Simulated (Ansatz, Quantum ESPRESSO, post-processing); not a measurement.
# Screening and band shifts of 2H-MoS2, 1 layer, part 5 of 6

How does 2H-MoS2, 1 layer respond to a gate-like field without added charge?

Quantum ESPRESSO 7.5; plane-wave DFT, PBE, GBRV ultrasoft pseudopotentials; geometry and cross-check by Ansatz 0.2.0 with PAW datasets.

So far. Step 13 (Bands along a path: field 0.3 V/Å): Upper empty bands that drop with the field can be states of the vacuum, held by the sawtooth; they depend on the cell's width. Step 13 (Bands along a path: field 0.3 V/Å): Along this path the valence top lies at Γ and the conduction bottom at K. The valence levels at Γ and K lie only 0.02 eV apart, so strain, functional or spin-orbit coupling can change their order; in real monolayers of this family spin-orbit coupling lifts K.

### Step 14. Density by pp.x

plot_num = 0 writes the valence density.

Contents of f0.rho.in:

```
&inputpp
  prefix = 'f0'
  outdir = './out'
  filplot = 'f0.rho.dat'
  plot_num = 0
/
```

Started as:

```bash
OMP_NUM_THREADS=1 mpirun -n 4 pp.x -in f0.rho.in > f0.rho.out
```

Numbers of over 12 decimals in the logs are rounded to 6 here.

Output:

```text
[banner, memory and clock lines left out]
Program POST-PROC v.7.5 starts

          URL

     ./out/f0.save/

     IMPORTANT: XC functional enforced from input :
     Exchange-correlation= PBE
                           (   1   4   3   4   0   0   0)
     Any further DFT definition will be discarded
     Please, verify this is what you really want

     negative rho (up, down):  2.882E-03 0.000E+00

     Adding external electric field

     Computed dipole along edir(3) :
        Dipole                0.0000 Ry au,          0.0001 Debye
        Dipole field          0.0000 Ry au,

        Potential amp.       -0.0000 Ry
        Total length         36.7591 bohr

     Calling punch_plot, plot_num =   0
     Writing data to file  f0.rho.dat
     Message from routine chdens:
     namelist plot not found or invalid, exiting
```

Run time: 0.92 s. Hardware: 4 MPI ranks of Arm Neoverse V2, shared host; peak memory 0.1 GiB; 3.3 s of CPU time.

This step gave:

* electrons by integration: 26.00 e

Mean over planes. Valence density, planar mean against z:

```tsv
z (Å)	valence density, planar mean (e/Å³)
5.0	4.5e-5
5.5	1.8e-4
6.0	8.6e-4
6.5	0.00409
7.0	0.0201
7.5	0.0971
8.0	0.319
8.5	0.435
9.0	0.494
9.5	0.668
10.0	1.20
10.5	1.07
11.0	0.508
11.5	0.468
12.0	0.391
12.5	0.199
13.0	0.0468
13.5	0.00936
14.0	0.00195
14.5	4.1e-4
15.0	9.0e-5
```

Valence density in the ca plane at fractional y = 0.667, with atoms of S within 0.2 Å of it. It is the smooth field of the valence electrons, not physical close to the nuclei.

Ten even steps from '0' (0.0 e/Å³) to '9' (1.1 e/Å³), each cell a mean:
```
00000000000000000001122476322110000000000000
00000000000000000001122476322100000000000000
00000000000000000023443344344421000000000000
00000000000000000258996323589873100000000000
00000000000000001398888423697896100000000000
00000000000000001498888423697896100000000000
00000000000000000269996323589984100000000000
00000000000000000124554333345431000000000000
```
Columns run along c (16.0 Å, from fractional 0.07 to 0.86 of the cell), rows up along a (3.2 Å). Atoms in or near the plane, at fractional coordinates: S at (0.42, 0.33), S at (0.58, 0.33).

The density integrates to 26.000 electrons, as the 26 of the input ask.

### Step 15. Valence density

Contents of f2.rho.in:

```
&inputpp
  prefix = 'f2'
  outdir = './out'
  filplot = 'f2.rho.dat'
  plot_num = 0
/
```

Started as:

```bash
OMP_NUM_THREADS=1 mpirun -n 4 pp.x -in f2.rho.in > f2.rho.out
```

It took 0.91 s on 4 MPI ranks; peak memory 0.1 GiB; 3.3 s of CPU time.

### Step 16. Charge moved by a field of 0.2 V/Å

This step gave:

```
largest charge moved across a plane : 0.001090 e/Å²
dipole step                         : -1.019 eV
```

Table of planar mean by z:

```tsv
z (Å)	planar mean (e/Å³)
2.5	4.7e-8
3.0	1.3e-7
3.5	3.6e-7
4.0	1.0e-6
4.5	2.9e-6
5.0	8.6e-6
5.5	2.5e-5
6.0	6.8e-5
6.5	1.8e-4
7.0	4.2e-4
7.5	7.1e-4
8.0	4.7e-4
8.5	2.1e-4
9.0	1.2e-4
9.5	-1.1e-4
10.0	-1.6e-5
10.5	5.7e-5
11.0	3.6e-5
11.5	-2.0e-4
12.0	-2.5e-4
12.5	-6.9e-4
13.0	-5.9e-4
13.5	-2.7e-4
14.0	-1.1e-4
14.5	-3.8e-5
15.0	-1.3e-5
15.5	-4.1e-6
16.0	-1.3e-6
16.5	-4.2e-7
17.0	-1.3e-7
17.5	-4.2e-8
```

Table of running integral, electrons below z by z:

z (Å), running integral, electrons below z (e/Å²) and a bar:
```
      3.0    0.00000 
      3.5    0.00000 
      4.0    0.00000 
      4.5    0.00000 
      5.0    0.00000 
      5.5    0.00001 
      6.0    0.00004 #
      6.5    0.00010 ###
      7.0    0.00026 #######
      7.5    0.00056 ###############
      8.0    0.00087 ########################
      8.5    0.00100 ############################
      9.0    0.00108 ##############################
      9.5    0.00106 #############################
     10.0    0.00103 #############################
     10.5    0.00105 #############################
     11.0    0.00109 ##############################
     11.5    0.00102 ############################
     12.0    0.00091 #########################
     12.5    0.00066 ##################
     13.0    0.00032 #########
     13.5    0.00012 ###
     14.0    0.00004 #
     14.5    0.00001 
     15.0    0.00000 
     15.5    0.00000 
     16.0    0.00000 
     16.5    0.00000 
     17.0    0.00000
```

### Step 17. Polarisability from the dipole between 0 and 0.1 V/A

Numbers from this step:

- change of slope in the vacuum: 0.10000 eV/Å
- polarisability a cell: 3.556 Å³
- sheet polarisability 4πα/A: 5.087 Å

Table of change of the potential energy, second field less first by z:

z (Å), change of the potential energy, second field less first (eV) and a bar from the least value:
```
        0     -0.379 ######
        1     -0.658 
        2     -0.558 ##
        3     -0.458 #####
        4     -0.358 #######
        5     -0.259 #########
        6     -0.160 ############
        7     -0.069 ##############
        8     -0.016 ###############
        9     -0.005 ###############
       10     -0.001 ###############
       11      0.004 ###############
       12      0.011 ################
       13      0.050 ################
       14      0.135 ##################
       15      0.233 #####################
       16      0.333 #######################
       17      0.433 #########################
       18      0.533 ############################
       19      0.633 ##############################
       20      0.087 #################
```

### Step 18. Dipole against field

The dipole along the normal, dipole moment by applied field:

```tsv
applied field (V/Å)	dipole along the normal, dipole moment (e·Å)
0.000	2.1e-5
0.100	0.0247
0.200	0.0495
0.300	0.0743
```

### Step 19. The same in Ansatz: field 0.1 V/Å

As a check, the same structure is run in Ansatz.

Level of this step: plane-wave DFT, PBE, Ansatz PAW (Ansatz 0.2.0).

Contents of input.yaml:

```yaml
crystal:
  lattice:
    - [3.1848564828, 0.0, 0.0]
    - [-1.5924282414, 2.7581666215, 0.0]
    - [0.0, 0.0, 20.262597738]
  atoms:
    - { symbol: S, position: [0.3333333333, 0.6666666667, 0.422864055] }
    - { symbol: Mo, position: [0.0, 0.0, 0.4999999972] }
    - { symbol: S, position: [0.3333333333, 0.6666666667, 0.5771359478] }
kpoints:
  mp_grid: { grid: [12, 12, 1] }
hamiltonian:
  xc: pbe
scf:
  occupations: { method: fermi_dirac, width: 0.054 }
  convergence: { dr2_threshold: 1.0e-09 }
efield:
  axis: 3
  dipole_correction: true
  ramp_position: 0.97
  ramp_width: 0.04
  amplitude: 0.1
output:
  write_potential: true
  write_density: true
  volumetric_format: npy
```

Started as:

```bash
ansatz run input.yaml --threads 4 --pin off --max-ram 8192MiB --backend cpu --events-out ev --progress --plain --runs-dir out
```

Output:

```text
[...]
Crystal: 3 atoms, lattice volume = 177.994 Å³
Basis set: ecut = 420 eV, 3523 PW (Γ)
Bands: 17, of which v1, the nominal top of the filled ones, is band 13 counted from 1 (12 counted from 0)
Symmetry: 6 space group operations
k-points: 19 of 144 (time reversal used)
[...]
SCF iter   1: F=—  HF=-6764.316944 eV  |F-HF|=—  |Δ(HF+E_count)|=         —  Δρ=4.93e-2  dr2=6.75e0  ethr=3.10e-3  p=0.026 e·Å  D=2.64e-2 V/Å  ΔV_dip=-0.54 eV  dr2_dipole=4.06e-5  V_vac-E_F(+/−)=5.79/4.48 eV  ⟨swp⟩=9.7  Hψ=2359  notcnv=0
[...]
SCF iter  11: F=-6762.817242 eV  HF=-6762.817242 eV  |F-HF|=3.23e-10  |Δ(HF+E_count)|=   1.83e-9  Δρ=6.57e-7  dr2=5.66e-10  ethr=3.85e-12  p=0.025 e·Å  D=2.51e-2 V/Å  ΔV_dip=-0.51 eV  dr2_dipole=2.08e-11  V_vac-E_F(+/−)=5.71/4.38 eV  ⟨swp⟩=2.9  Hψ=1315  notcnv=0
SCF 1 converged in 11 iterations: F = -6762.817242 eV  dr2 = 5.66e-10
[...]
WARN: The output density's exchange-correlation potential varies sharply where the density is thin. Do not read a vacuum level from v_tot or v_xc, or from such a field of the output density. On a cell that repeats whose density bears no net charge and no dipole along the vacuum's axis use v_es (v_loc + v_h of the components); under efield.dipole_correction with no amplitude use v_es + v_field, which holds any externa [...]
SCF converged after 11 iterations
Free energy (F): -6762.817242 eV
[...]
Internal energy: -6762.817242 eV  (E = F + TS)
E sigma→0 (E₀):  -6762.817242 eV
Entropy (-TS):   -0.000000 eV (-0.000 meV/atom)
Fermi energy:    -0.204701 eV
Dipole field:    D = 0.025137 V/Å  (p = 0.024726 e·Å, saw-weighted, corrected)
Work function:   not extracted (applied field tilts the vacuum); planar V_es + V_field profile in the machine report
[...]
--- Band table (eV; the first three rows and the last of 19) ---
  k-point 0: bands = [... 9 lower, -2.8213, -2.5590, -2.5590, -1.0561, 1.6974, 1.6974, 1.9447, 1.9447]
  k-point 1: bands = [... 9 lower, -3.3130, -2.7213, -2.2235, -1.1080, 1.5639, 1.6694, 1.8287, 1.8767]
  k-point 2: bands = [... 9 lower, -3.2586, -3.1039, -2.1314, -1.3420, 1.2393, 1.5110, 1.5613, 2.2857]
  k-point 18: bands = [... 9 lower, -4.5969, -3.9170, -3.1966, -1.0746, 0.6004, 2.0039, 2.4702, 3.7858]
```

Elapsed: 2.4 s, on 4 threads; peak memory 0.4 GiB; 8.9 s of CPU time.

This step gave:

```
free energy             : -6762.8172 eV
Fermi energy            : -0.2047 eV
dipole along the normal : 0.02473 e·Å
```

At 0.1 V/Å Ansatz's dipole is 0.0247 e Å against 0.0247 from pw.x.

### Step 20. The same in Ansatz: field -0.1 V/Å

input.yaml is the input of step 19 with these lines changed:

```diff
@@ -21,3 +21,3 @@
   ramp_width: 0.04
-  amplitude: 0.1
+  amplitude: -0.1
 output:
```

Output:

```text
[...]
Crystal: 3 atoms, lattice volume = 177.994 Å³
Basis set: ecut = 420 eV, 3523 PW (Γ)
Bands: 17, of which v1, the nominal top of the filled ones, is band 13 counted from 1 (12 counted from 0)
Symmetry: 6 space group operations
k-points: 19 of 144 (time reversal used)
[...]
--- Band table (eV; the first three rows and the last of 19) ---
  k-point 0: bands = [... 9 lower, -2.8516, -2.5893, -2.5893, -1.0864, 1.6671, 1.6671, 1.9143, 1.9143]
  k-point 1: bands = [... 9 lower, -3.3433, -2.7516, -2.2539, -1.1384, 1.5336, 1.6391, 1.7984, 1.8464]
  k-point 2: bands = [... 9 lower, -3.2889, -3.1342, -2.1617, -1.3723, 1.2090, 1.4806, 1.5310, 2.2553]
  k-point 18: bands = [... 9 lower, -4.6272, -3.9473, -3.2269, -1.1050, 0.5701, 1.9736, 2.4399, 3.7555]
[key lines of the parts left out:]
SCF converged after 11 iterations
Free energy (F): -6762.817242 eV
Fermi energy:    -0.235040 eV
Dipole field:    D = -0.025136 V/Å  (p = -0.024725 e·Å, saw-weighted, corrected)
```

The job ended after 2.5 s (4 threads; peak memory 0.4 GiB).

Read from the output:

| Quantity | Value |
| --- | --- |
| Fermi energy | -0.2350 eV |
| dipole along the normal | -0.02472 e·Å |

### Step 21. Dipole against field, Ansatz

Dipole along the normal, dipole moment against applied field:

```tsv
applied field (V/Å)	dipole along the normal, dipole moment (e·Å)
-0.1000	-0.0247
0.0000	1.1e-5
0.1000	0.0247
```

### Step 22. Ground state, with degauss = 0.002 and nosym = True

A sensitivity test on the input.

Level of this step: plane-wave DFT, PBE, GBRV ultrasoft pseudopotentials (Quantum ESPRESSO 7.5).

Contents of f1.w0.in:

```
&control
  prefix = 'f1.w0'
  outdir = './out'
  pseudo_dir = './pseudo'
  calculation = 'scf'
  tprnfor = .true.
  tefield = .true.
  dipfield = .true.
/
&system
  ibrav = 0
  nat = 3
  ntyp = 2
  ecutwfc = 40
  ecutrho = 200
  occupations = 'smearing'
  smearing = 'fd'
  degauss = 0.002
  edir = 3
  emaxpos = 0.97
  eopreg = 0.04
  eamp = 0.00194469
  nosym = .true.
/
&electrons
  conv_thr = 1e-09
  mixing_beta = 0.4
  electron_maxstep = 120
  mixing_mode = 'plain'
/
ATOMIC_SPECIES
  S   32.0600  s_pbe_v1.4.uspp.F.UPF
  Mo  95.9500  mo_pbe_v1.uspp.F.UPF
CELL_PARAMETERS angstrom
  3.18485648276904 -0.00000000000000 0.00000000000000
  -1.59242824138452 2.75816662148554 0.00000000000000
  0.00000000000000 0.00000000000000 20.26259773800000
ATOMIC_POSITIONS crystal
  S   0.333333333333 0.666666666667 0.422864055023
  Mo  -0.000000000000 -0.000000000000 0.499999997193
  S   0.333333333333 0.666666666667 0.577135947784
K_POINTS automatic
  12 12 1 0 0 0
```

Started as:

```bash
OMP_NUM_THREADS=1 mpirun -n 4 pw.x -nk 4 -in f1.w0.in > f1.w0.out
```

Output:

```text
[banner, memory and clock lines left out]
Program PWSCF v.7.5 starts
[citation notice left out]

[...]
bravais-lattice index     =            0
     lattice parameter (alat)  =       6.0185  a.u.
     unit-cell volume          =    1201.1634 (a.u.)^3
     number of atoms/cell      =            3
     number of atomic types    =            2
     number of electrons       =        26.00
     number of Kohn-Sham states=           17
     kinetic-energy cutoff     =      40.0000  Ry
     charge density cutoff     =     200.0000  Ry
     scf convergence threshold =      1.0E-09
     mixing beta               =       0.4000
     number of iterations used =            8  plain     mixing
     Exchange-correlation= SLA  PW   PBE  PBE
                           (   1   4   3   4   0   0   0)

[...]
PseudoPot. # 1 for S  read from file:
     ./pseudo/s_pbe_v1.4.uspp.F.UPF
     Pseudo is Ultrasoft + core correction, Zval =  6.0
     Generated by new atomic code, or converted to UPF format
     Using radial grid of  907 points,  6 beta functions with:
                l(1) =   0
                l(2) =   0
                l(3) =   1
                l(4) =   1
                l(5) =   2
                l(6) =   2
     Q(r) pseudized with  8 coefficients,  rinner =    1.300   1.300   1.300
                                                       1.300   1.300

     PseudoPot. # 2 for Mo read from file:
     ./pseudo/mo_pbe_v1.uspp.F.UPF
     Pseudo is Ultrasoft + core correction, Zval = 14.0
     Generated by new atomic code, or converted to UPF format
     Using radial grid of  889 points,  6 beta functions with:
                l(1) =   0
                l(2) =   0
                l(3) =   1
                l(4) =   1
                l(5) =   2
                l(6) =   2
     Q(r) pseudized with  6 coefficients,  rinner =    1.000   1.000   1.000
                                                       1.000   1.000

     atomic species   valence    mass     pseudopotential
     S                 6.00    32.06000     S ( 1.00)
     Mo               14.00    95.95000     Mo( 1.00)

     No symmetry found

[...]
number of k points=    74  Fermi-Dirac smearing, width (Ry)=  0.0020
[...]
Dense  grid:    57491 G-vectors     FFT dimensions: (  27,  27, 180)

     Smooth grid:    40883 G-vectors     FFT dimensions: (  25,  25, 160)

     Initial potential from superposition of free atoms

     starting charge      25.9989, renormalised to      26.0000

     negative rho (up, down):  2.854E-03 0.000E+00

     Adding external electric field

     Computed dipole along edir(3) :
        Dipole                0.0000 Ry au,          0.0000 Debye
        Dipole field          0.0000 Ry au,

        E field amplitude [Ha a.u.]:  1.9447E-03
        Potential amp.        0.1430 Ry
        Total length         36.7591 bohr

     Starting wfcs are   21 randomized atomic wfcs

     per-process dynamical memory:    61.9 Mb

     Self-consistent Calculation

     iteration #  1     ecut=    40.00 Ry     beta= 0.40
     Davidson diagonalization with overlap
     ethr =  1.00E-02,  avg # of iterations =  2.1

     Threshold (ethr) on eigenvalues was too large:
     Diagonalizing with lowered threshold

     Davidson diagonalization with overlap
     ethr =  3.28E-04,  avg # of iterations =  2.8

     negative rho (up, down):  2.893E-03 0.000E+00

     Adding external electric field

     Computed dipole along edir(3) :
        Dipole                0.1560 Ry au,          0.3966 Debye
        Dipole field          0.0016 Ry au,

        E field amplitude [Ha a.u.]:  1.9447E-03
        Potential amp.        0.0229 Ry
        Total length         36.7591 bohr

     total energy              =    -187.71170702 Ry
     estimated scf accuracy    <       0.11212074 Ry

     iteration #  2     ecut=    40.00 Ry     beta= 0.40
[...]
negative rho (up, down):  2.880E-03 0.000E+00

[...]
Dipole               -0.0747 Ry au,         -0.1898 Debye
[...]
E field amplitude [Ha a.u.]:  1.9447E-03
[...]
total energy              =    -187.70857607 Ry
     estimated scf accuracy    <       0.11378926 Ry

     iteration #  3     ecut=    40.00 Ry     beta= 0.40
[...]
negative rho (up, down):  2.891E-03 0.000E+00

[...]
Dipole                0.0874 Ry au,          0.2221 Debye
[...]
E field amplitude [Ha a.u.]:  1.9447E-03
[...]
total energy              =    -187.72191219 Ry
     estimated scf accuracy    <       0.07969977 Ry

     iteration #  4     ecut=    40.00 Ry     beta= 0.40
[...]
negative rho (up, down):  2.903E-03 0.000E+00

[...]
Dipole                0.0456 Ry au,          0.1158 Debye
[...]
E field amplitude [Ha a.u.]:  1.9447E-03
[...]
total energy              =    -187.72935102 Ry
     estimated scf accuracy    <       0.02041920 Ry

     iteration #  5     ecut=    40.00 Ry     beta= 0.40
[...]
negative rho (up, down):  2.898E-03 0.000E+00

[...]
Dipole                0.0454 Ry au,          0.1155 Debye
[...]
E field amplitude [Ha a.u.]:  1.9447E-03
[...]
total energy              =    -187.73175048 Ry
     estimated scf accuracy    <       0.00083749 Ry

     iteration #  6     ecut=    40.00 Ry     beta= 0.40
[...]
negative rho (up, down):  2.890E-03 0.000E+00

[...]
Dipole                0.0477 Ry au,          0.1214 Debye
[...]
E field amplitude [Ha a.u.]:  1.9447E-03
[...]
total energy              =    -187.73184109 Ry
     estimated scf accuracy    <       0.00006058 Ry

[...]
iteration #  9     ecut=    40.00 Ry     beta= 0.40
[...]
negative rho (up, down):  2.881E-03 0.000E+00

[...]
Dipole                0.0468 Ry au,          0.1191 Debye
[...]
E field amplitude [Ha a.u.]:  1.9447E-03
[...]
total energy              =    -187.73186063 Ry
     estimated scf accuracy    <       0.00000007 Ry

     iteration # 10     ecut=    40.00 Ry     beta= 0.40
[...]
negative rho (up, down):  2.881E-03 0.000E+00

[...]
Dipole                0.0468 Ry au,          0.1189 Debye
[...]
E field amplitude [Ha a.u.]:  1.9447E-03
[...]
total energy              =    -187.73186064 Ry
     estimated scf accuracy    <          9.6E-09 Ry

     iteration # 11     ecut=    40.00 Ry     beta= 0.40
[...]
negative rho (up, down):  2.881E-03 0.000E+00

[...]
Dipole                0.0468 Ry au,          0.1189 Debye
[...]
E field amplitude [Ha a.u.]:  1.9447E-03
[...]
total energy              =    -187.73186064 Ry
     estimated scf accuracy    <          3.8E-09 Ry

     iteration # 12     ecut=    40.00 Ry     beta= 0.40
[...]
negative rho (up, down):  2.881E-03 0.000E+00

[...]
Dipole                0.0468 Ry au,          0.1189 Debye
[...]
E field amplitude [Ha a.u.]:  1.9447E-03
[...]
End of self-consistent calculation

          k = 0.0000 0.0000 0.0000 (  5033 PWs)   bands (ev):

   -61.9303 -36.0593 -35.8566 -35.8566 -15.1047 -13.8031  -6.6230  -3.6352
    -3.6352  -2.7983  -2.5340  -2.5340  -1.0303   1.7218   1.7218   1.9696
     1.9696

          k = 0.0000 0.0962 0.0000 (  5083 PWs)   bands (ev):

   -61.9279 -36.0544 -35.8818 -35.8623 -15.0029 -13.7612  -6.5065  -3.8629
    -3.5289  -3.2887  -2.6962  -2.2001  -1.0823   1.5885   1.6940   1.8537
     1.9012

[...]
the Fermi energy is    -0.0583 ev

!    total energy              =    -187.73186064 Ry
     estimated scf accuracy    <          1.8E-10 Ry
     smearing contrib. (-TS)   =      -0.00000000 Ry
     internal energy E=F+TS    =    -187.73186064 Ry

     The total energy is F=E-TS. E is the sum of the following terms:
     one-electron contribution =   -1136.78684195 Ry
     hartree contribution      =     568.71068419 Ry
     xc contribution           =     -36.26780998 Ry
     ewald contribution        =     416.61226619 Ry
     electric field correction =      -0.00015909 Ry

     convergence has been achieved in  12 iterations

     negative rho (up, down):  2.881E-03 0.000E+00

     Forces acting on atoms (cartesian axes, Ry/au):

     atom    1 type  1   force =     0.00000007    0.00000005    0.00105057
     atom    2 type  2   force =    -0.00000011   -0.00000009   -0.00027494
     atom    3 type  1   force =     0.00000004    0.00000003   -0.00077564

     Total force =     0.001335     Total SCF correction =     0.000041

[...]
```

It took 32 s on 4 MPI ranks; peak memory 0.41 GiB.

Beside the run it was changed from:

```tsv
quantity	this run	unchanged run	difference
dipole along the normal (e·Å)	0.02475	0.02471	4.2e-5
free energy (eV)	-2554.222	-2554.222	0
wall time (s)	32	27	
SCF iterations	12	9
```

The free energy moves by +0 meV an atom.

This run starts from superposed atoms, the unchanged one from a saved density, so their iteration counts don't compare.

The physical values in this table move by up to 0.17 %.

(Part 5 of 6 ends here.)

[Logs are printed without paths, hosts, clocks, repeated set-up lines and the standing remarks that a program may print on its own settings, such as how far it seeks lower states.]

[Hosts, paths, dates, database ids (printed as entryN), source tags and the programs' standing remarks are cut or masked in the printed files.]

[Maps of the electrostatic potential energy from Ansatz leave out the sawtooth potential of an applied field or a dipole correction, so their vacuum need not be flat; planar profiles and work functions include it.]
